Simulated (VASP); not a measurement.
Pt:

```
CELL_PARAMETERS angstrom
2.77437 0.00000 0.00000
-1.38718 2.40267 0.00000
0.00000 0.00000 4.53054
ATOMIC_POSITIONS crystal
Pt 0.33333 0.66667 0.25000
Pt 0.66667 0.33333 0.75000
```

This isn't the form of Pt at room conditions, which is fcc.

```yaml
Program: VASP 6.6.1
Task: relaxation of cell and atoms
Functional: RPBE
Potentials_or_basis: VASP PAW PBE potentials, release 64 (Pt)
Cutoff: 600 eV
k_mesh: 18 × 18 × 10
Occupations: gaussian, width 0.1 eV
Spin: no spin polarisation
```

At the start: pressure 15.1 GPa; volume 15.10 Å³/atom.

Problem. Where does the relaxation end?

Solution. Over 10 steps the energy falls by 57.0 meV/atom and the volume is 16.00 Å³/atom (+6.0 %); space group P6_3/mmc (No. 194, to 0.05 Å).

Step by step:
| step | energy change (eV) | largest force (eV/Å) | pressure (GPa) | volume (Å³) |
| --- | --- | --- | --- | --- |
| 1 | 0.0000 | 0.0000 | 15.10 | 30.20 |
| 2 | 0.2760 | 0.0000 | -21.56 | 36.84 |
| 3 | -0.0898 | 0.0000 | -1.63 | 32.19 |
| 4 | -0.0901 | 0.0000 | -1.01 | 32.10 |
| 5 | -0.1104 | 0.0000 | -0.29 | 32.01 |
| 6 | -0.1138 | 0.0000 | 0.38 | 31.95 |
| 7 | -0.1138 | 0.0000 | 0.42 | 31.94 |
| 8 | -0.1136 | 0.0000 | -0.81 | 32.12 |
| 9 | -0.1139 | 0.0000 | 0.03 | 32.00 |
| 10 | -0.1139 | 0.0000 | 0.02 | 32.00 |

Final structure:
```
Pt
1.0
     2.77239    0.00000    0.00000
    -1.38620    2.40096    0.00000
     0.00000    0.00000    4.80749
Pt
2
Direct
  0.33333 0.66667 0.25000
  0.66667 0.33333 0.75000
```

Caveat: the PAW data sets were made with another functional, which shifts forces and pressure a little.
